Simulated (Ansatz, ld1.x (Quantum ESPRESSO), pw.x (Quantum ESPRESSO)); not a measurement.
# Pt (Z = 78): one change to the TM potential, in the atom and in the bcc crystal

Pt, norm-conserving Troullier–Martins (Kleinman–Bylander form), made with ld1.x (Quantum ESPRESSO) 7.5 (PBE, scalar-relativistic). Core [Xe] 4f14, reference 5d9 6s1 6p0. Waves: 6p (bound, empty): rc 3.50 bohr; 5d (bound): rc 1.55 bohr; 5f channel at -0.1 Ry: rc 3.65 bohr; 6s (bound): rc 1.75 bohr. Local part: the s channel. Core correction: a·sin(br)/r model core inside 1.25 bohr.

Change: wave 6p (bound): rc 3.50 bohr becomes 6p (bound): rc 3.88 bohr.

Cutoffs, loose and tight: the cutoffs (Ry, on a coarse ladder) from which the occupation-weighted sum of valence levels, in a spherical-Bessel basis at the reference potential, stays within 10 and 1 mRy of its value at 400 Ry. They do not see the model core or the augmentation charge, which bear on the density cutoff. Test errors are all-electron minus pseudo excitation energies from the reference, over the configurations 5d9 6s0 6p0; 5d8 6s0 6p0; 5d7 6s0 6p0; 5d10 6s0 6p0; 5d9.5 6s0.5 6p0; 5d9 6s0.5 6p0; 5d8 6s2 6p0; variants that change the core or the reference have their own tests.

Crystal test: bcc Pt in pw.x 7.5, no spin, 15³ k-points, Fermi–Dirac smearing 0.01 Ry, cutoffs set for each file from its atomic test. The reference is all-electron LAPW (Ansatz 0.2.0) with the same functional, mesh and smearing; V0 and B0 come from Birch–Murnaghan fits to the pressures at five volumes. Errors are pseudo minus all-electron; Δ is the rms difference of the E(V) curves that follow from these fits, minima aligned, over ±6 % about the mean V0. Mesh and smearing are coarse, so the numbers serve the comparison and aren't converged zero-temperature values; the lattice is a test structure that the element need not adopt.

All-electron: a0 = 3.165 Å (V0 = 15.85 Å³/atom), B0 = 235.3 GPa.

**Question.** Does the change bring the crystal closer to the all-electron result?

**Answer.** The mean pressure error goes from +0.49 to +2.24 GPa, so the change moves the solid further from the all-electron pressures. At 80 % of its cutoff the pressure of the base moves by -0.90 GPa.

```json
{"quantity": "outcome (atom)", "base": "generated", "changed": "generated"}
{"quantity": "cutoff, loose (atom)", "base": "40 Ry", "changed": "40 Ry"}
{"quantity": "cutoff, tight (atom)", "base": "70 Ry", "changed": "70 Ry"}
{"quantity": "bound ghosts (atom)", "base": "none", "changed": "none"}
{"quantity": "largest test error (meV) (atom)", "base": "-337", "changed": "-337"}
{"quantity": "cutoffs in pw.x (Ry)", "base": "85/340", "changed": "85/340"}
{"quantity": "a0 (Å)", "base": "3.167", "changed": "3.175"}
{"quantity": "a0 error (%)", "base": "+0.07", "changed": "+0.31"}
{"quantity": "B0 error (%)", "base": "-2.1", "changed": "-1.5"}
{"quantity": "Δ (meV/atom)", "base": "1.7", "changed": "7.7"}
{"quantity": "mean pressure error (GPa)", "base": "+0.49", "changed": "+2.24"}
```

Base: The largest radius (3.65 bohr) exceeds half the bond length (2.59 bohr), so the spheres overlap, which is one possible source of error among others. Changed file: The largest radius (3.88 bohr) exceeds half the bond length (2.59 bohr), so the spheres overlap, which is one possible source of error among others. The atomic cutoffs weigh occupied waves only.
